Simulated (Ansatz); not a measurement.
# Pd: the cost of one run

Computed with Ansatz 0.2.0 (DFT PBE, scalar-relativistic, plane waves, PAW, unless a step's input says otherwise).

### 1 Starting point

It takes space group P4/mmm (No. 123, tetragonal). The conventional cell has a = 2.751 Å, b = 2.751 Å, c = 44.230 Å, α = 90.00°, β = 90.00°, γ = 90.00°. Pd (site symmetry 4mm) is surrounded by 8 Pd at 2.75 Å. Pd (site symmetry 4mm) is surrounded by 12 Pd at 2.75 Å. Pd (site symmetry 4/mmm) is surrounded by 12 Pd at 2.75 Å.

As a file:

```cif
data_structure
_symmetry_space_group_name_H-M 'P 1'
_symmetry_Int_Tables_number 1
_cell_length_a 2.7506
_cell_length_b 2.7506
_cell_length_c 44.2300
_cell_angle_alpha 90.000
_cell_angle_beta 90.000
_cell_angle_gamma 90.000
_cell_volume 334.65
loop_
_atom_site_label
_atom_site_type_symbol
_atom_site_fract_x
_atom_site_fract_y
_atom_site_fract_z
_atom_site_occupancy
Pd1 Pd 0.00000 0.00000 0.19218 1
Pd2 Pd 0.50000 0.50000 0.23615 1
Pd3 Pd 0.00000 0.00000 0.28013 1
Pd4 Pd 0.50000 0.50000 0.32410 1
Pd5 Pd 0.00000 0.00000 0.36808 1
Pd6 Pd 0.50000 0.50000 0.41205 1
Pd7 Pd 0.00000 0.00000 0.45603 1
Pd8 Pd 0.50000 0.50000 0.50000 1
Pd9 Pd 0.00000 0.00000 0.54397 1
Pd10 Pd 0.50000 0.50000 0.58795 1
Pd11 Pd 0.00000 0.00000 0.63192 1
Pd12 Pd 0.50000 0.50000 0.67590 1
Pd13 Pd 0.00000 0.00000 0.71987 1
Pd14 Pd 0.50000 0.50000 0.76385 1
Pd15 Pd 0.00000 0.00000 0.80782 1
```

### 2 Relaxing the atoms: Pd15 slab, no spin

input.yaml reads:

```yaml
crystal:
  lattice:
    - [2.7506453788, 0.0, 0.0]
    - [0.0, 2.7506453788, 0.0]
    - [0.0, 0.0, 44.23]
  atoms:
    - { symbol: Pd, position: [0.0, 0.0, 0.1921772553] }
    - { symbol: Pd, position: [0.5, 0.5, 0.2361519331] }
    - { symbol: Pd, position: [0.0, 0.0, 0.2801266109] }
    - { symbol: Pd, position: [0.5, 0.5, 0.3241012887] }
    - { symbol: Pd, position: [0.0, 0.0, 0.3680759665] }
    - { symbol: Pd, position: [0.5, 0.5, 0.4120506444] }
    - { symbol: Pd, position: [0.0, 0.0, 0.4560253222] }
    - { symbol: Pd, position: [0.5, 0.5, 0.5] }
    - { symbol: Pd, position: [0.0, 0.0, 0.5439746778] }
    - { symbol: Pd, position: [0.5, 0.5, 0.5879493556] }
    - { symbol: Pd, position: [0.0, 0.0, 0.6319240335] }
    - { symbol: Pd, position: [0.5, 0.5, 0.6758987113] }
    - { symbol: Pd, position: [0.0, 0.0, 0.7198733891] }
    - { symbol: Pd, position: [0.5, 0.5, 0.7638480669] }
    - { symbol: Pd, position: [0.0, 0.0, 0.8078227447] }
scf:
  occupations: { method: gaussian, width: 0.1 }
output:
  forces: true
  stress: false
hamiltonian:
  xc: pbe
efield:
  axis: 3
  dipole_correction: true
relax:
  f_tol: 0.003
kpoints:
  mp_grid: { grid: [16, 16, 1] }
```

On the command line:

```sh
> ansatz run input.yaml --threads 4 --pin off --max-ram 8192MiB --backend cpu --events-out ev --progress --plain --runs-dir out
```

What time and memory should one allow on 4 threads of Arm Neoverse V2, shared host?

About 5.7 min, with a peak of 2.4 GiB.
